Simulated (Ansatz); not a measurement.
CrO₂ in the CdI2-type structure

Level of theory: DFT, PBE, scalar-relativistic, collinear spin; plane waves to 420 eV with PAW datasets (Ansatz 0.2.0), 14×14×6 k-mesh, Gaussian smearing of 0.05 eV; PAW files: Ansatz's generated set soft_2.

```cif
data_structure
_symmetry_space_group_name_H-M 'P-3m1'
_symmetry_Int_Tables_number 164
_cell_length_a 2.8931
_cell_length_b 2.8931
_cell_length_c 5.3648
_cell_angle_alpha 90.000
_cell_angle_beta 90.000
_cell_angle_gamma 120.000
_cell_volume 38.89
loop_
_atom_site_label
_atom_site_type_symbol
_atom_site_symmetry_multiplicity
_atom_site_Wyckoff_symbol
_atom_site_fract_x
_atom_site_fract_y
_atom_site_fract_z
_atom_site_occupancy
Cr1 Cr 1 a 0.00000 0.00000 0.00000 1
O1 O 2 d 0.33333 0.66667 0.17681 1
```

The start was a prototype's sites filled with these elements. The Crystallography Open Database lists the compound in space group P42/mnm, so this is a trial structure.

Magnetic state: ferromagnetic, site spin moments Cr 1.74; O -0.05 μB.

The cell above was scaled in volume, and shape and atoms were relaxed at each volume within its symmetry. Energies are counted from the cell above.

Cell and atoms are those of this level's equilibrium.

| V (Å³/atom) | ΔE (meV/atom) | P (GPa) | largest moment (μB) |
| --- | --- | --- | --- |
| 12.25 | 0.6 | 0.40 | 1.74 |
| 12.44 | 0.3 | 0.21 | 1.74 |
| 12.70 | 0.1 | 0.25 | 1.74 |
| 12.96 | 0.0 | 0.01 | 1.74 |
| 13.22 | 0.0 | -0.04 | 1.74 |
| 13.48 | 0.0 | -0.08 | 1.74 |
| 13.87 | 0.2 | -0.12 | 1.74 |
| 14.26 | 0.5 | -0.11 | 1.74 |

Problem. Can a bulk modulus be trusted from these points?

Solution. No. The energies are smooth (scatter 0.01 meV/atom), but the pressures don't fall steadily as the cell grows, and the fit's B0′ of 17.7 is out of the usual range: the curve is too flat or too lopsided over this range, as for soft or weakly bound crystals, and a third-order form can't fix it.

The fit puts its minimum at 13.08 Å³/atom, 0.9 % over the cell above, so zero pressure fixes the volume only loosely here.

Site moments are of spin, integrated over atomic spheres. The structure is built of weakly bound layers, and this functional has no dispersion term, so their spacing and all that hangs on it (volume, the soft elastic constants, low modes, dielectric constants) are poorly given. The run is a metal.
